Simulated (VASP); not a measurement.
Ru, 7 atoms in the cell. The cell holds a slab with vacuum, 7 atoms: a = 2.718 Å, b = 2.718 Å, c = 27.902 Å, α = 90.00°, β = 90.00°, γ = 120.00°. The slab is cut from a database's or a generator's crystal, which needn't be the stable form of the element.

| Item | Value |
| --- | --- |
| Program | VASP 6.6.1 |
| Task | relaxation of the atoms |
| Functional | PBE |
| Potentials or basis | VASP PAW PBE potentials, release 64 (Ru_pv) |
| Cutoff | 520 eV |
| k mesh | 15 × 15 × 1 |
| Occupations | methfessel-paxton, width 0.1 eV |
| Spin | no spin polarisation |
| Dipole correction | yes |
| Further INCAR settings | ALGO = Normal; EDIFF = 1e-06; IBRION = 2; EDIFFG = -0.02; NSW = 80 |

Potentials or basis: VASP PAW PBE potentials, release 64 (Ru_pv).

Command:

```console
$ cat potpaw_PBE.64/Ru_pv/POTCAR > POTCAR
$ mpirun -np 4 vasp_std > vasp.out
```

Hardware: 4 MPI ranks on AMD EPYC 9R45 (Zen 5), with other jobs on the host.

Q: Estimate the wall time of this run.

A: It took 6.2 min on 4 MPI ranks on AMD EPYC 9R45 (Zen 5) (shared host), peak memory 0.39 GiB a rank. Counts: scf iterations 107, k points 27, ion steps 9.
